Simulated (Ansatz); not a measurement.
CdSe in the zincblende structure, relaxed with r2SCAN in Ansatz. It is cubic, F-43m (No. 216); conventional cell a = 6.136 Å, 28.87 Å³ an atom. Around Cd lie 4 Se at 2.66 Å; around Se lie 4 Cd at 2.66 Å.

The axes x, y and z are those of this cell:
```yaml
crystal:
  lattice:
    - [0.00000, 3.06778, 3.06778]
    - [3.06778, 0.00000, 3.06778]
    - [3.06778, 3.06778, 0.00000]
  atoms:
    - { symbol: Cd, position: [0.00000, 0.00000, 0.00000] }
    - { symbol: Se, position: [0.25000, 0.25000, 0.25000] }
```

Unstrained: The PBE gap is direct at Γ: 0.555 eV. With r2SCAN the gap is 1.037 eV and direct, at Γ. The HSE06 gap is direct at Γ: 1.483 eV. Meshes: PBE 8×8×8, r2SCAN 8×8×8, HSE06 6×6×6. Strains are changes of length per length. After each strain the atoms were relaxed again with r2SCAN within the symmetry that the strain leaves, so tilts or polar shifts that break it weren't tested; points keep the names that they have in the unstrained zone. (Simulation; spin polarisation is off.)

(1) Estimate what uniaxial +2.83 % along x, other directions held does to the gap.

(2) One strain changed the r2SCAN stress by xx +1.98, yy +1.98, zz +1.98 GPa (compression positive) and the gap by +0.073 eV (PBE), +0.079 eV (r2SCAN), +0.087 eV (HSE06). Which kind of strain was it, and roughly how large?

(3) One strain changed the r2SCAN stress by xx +2.05, yy +2.05, zz +2.05, xy -1.01, xz -1.01, yz -1.01 GPa (compression positive) and the gap by -0.080 eV (PBE), -0.085 eV (r2SCAN), -0.082 eV (HSE06). Which kind of strain was it, and roughly how large?

Answers

(1) PBE: the gap goes from 0.555 to 0.466 eV (-0.089 eV); with r2SCAN the top three valence levels at Γ, degenerate before, become 2+1 from the top over 90 meV. r2SCAN: the gap goes from 1.037 to 0.943 eV (-0.094 eV). HSE06: the gap goes from 1.483 to 1.381 eV (-0.102 eV). The r2SCAN energy rises by 4.7 meV an atom.

(2) Isotropic -1.18 % on every length. The pattern of the stress gives the kind; the size needs the stiffness, so it is an estimate.

(3) Epitaxial -3.46 % in the plane normal to [111], free normal strain +3.11 %. The pattern of the stress gives the kind; the size needs the stiffness, so it is an estimate.

The runs are scalar-relativistic, without spin-orbit coupling.

The meshes of the hybrids are coarse, so their gaps aren't converged to the digits shown.

The splittings at Γ are without spin-orbit coupling, which regroups them where it is of like size or larger.
